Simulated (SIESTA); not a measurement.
Runs of SIESTA 5.4.2 on Mg. The cell holds a slab with vacuum, 5 atoms: a = 3.185 Å, b = 3.185 Å, c = 25.273 Å, α = 90.00°, β = 90.00°, γ = 120.00°. 

```tsv
potentials or basis	gap on the mesh (eV)	largest force (eV/Å)	work function (eV)
PseudoDojo 0.4 stringent (PBE files), DZP (energy shift 0.003 Ry; two zetas on semicore shells)	none	0.25	3.91
Ansatz (PBE files), DZP (energy shift 0.003 Ry; two zetas on semicore shells)	none	(a)	3.90
PseudoDojo 0.5 standard (PBE files), DZP (energy shift 0.003 Ry; two zetas on semicore shells)	none	0.25	3.91
SPMS 1.0 (PBE files) or PseudoDojo by element, DZP (energy shift 0.003 Ry; two zetas on semicore shells)	none	0.21	3.96
PseudoDojo 0.4 standard (PBE files), DZP (energy shift 0.003 Ry; two zetas on semicore shells)	none	0.25	3.91
SG15 1.2 (PBE files) or PseudoDojo by element, DZP (energy shift 0.003 Ry; two zetas on semicore shells)	none	(b)	3.76
```

Alike in all rows: task single point; level PBE; no spin polarisation; cell as given; k mesh 10 × 10 × 1; smearing fermi-dirac 0.05 eV; grid cutoff 800 Ry; energy shift 0.003 Ry.

Q: Estimate the missing entries.

A: (a) 0.24; (b) 0.16.

Caveats: the basis of atomic orbitals isn't converged, which shifts pressures, moduli and gaps.

A gap of «none» marks a metal or a gap under the smearing width.
